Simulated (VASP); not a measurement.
Crystal: Sn.

```
CELL_PARAMETERS angstrom
-1.75551 1.75524 2.14164
1.75551 -1.75524 2.14164
1.75551 1.75524 -2.14164
ATOMIC_POSITIONS crystal
Sn 0.00000 0.00000 0.00000
```

This isn't the form of Sn at room conditions, which is tetragonal (white tin).

Base run:

| Quantity | Value |
| --- | --- |
| Program | VASP 6.6.1 |
| Functional | PBEsol |
| Potentials or basis | VASP PAW PBE potentials, release 64 (Sn_d) |
| Cutoff | 520 eV |
| k mesh | 26 × 26 × 26 |
| Occupations | gaussian, width 0.1 eV |
| Spin | no spin polarisation |

Its results: band gap on the k mesh none (metal or under the smearing width); pressure -0.1 GPa.

Task: The run is repeated on the same cell with these changes: functional from PBEsol to r2SCAN; k mesh from 26 × 26 × 26 to 16 × 16 × 16. What comes out?

Result: Band gap on the k mesh none (metal or under the smearing width); pressure 1.6 GPa.

Several settings changed at once, so the effect can't be laid on one alone.

Caveats: the PAW data sets were made with another functional, which shifts forces and pressure a little.
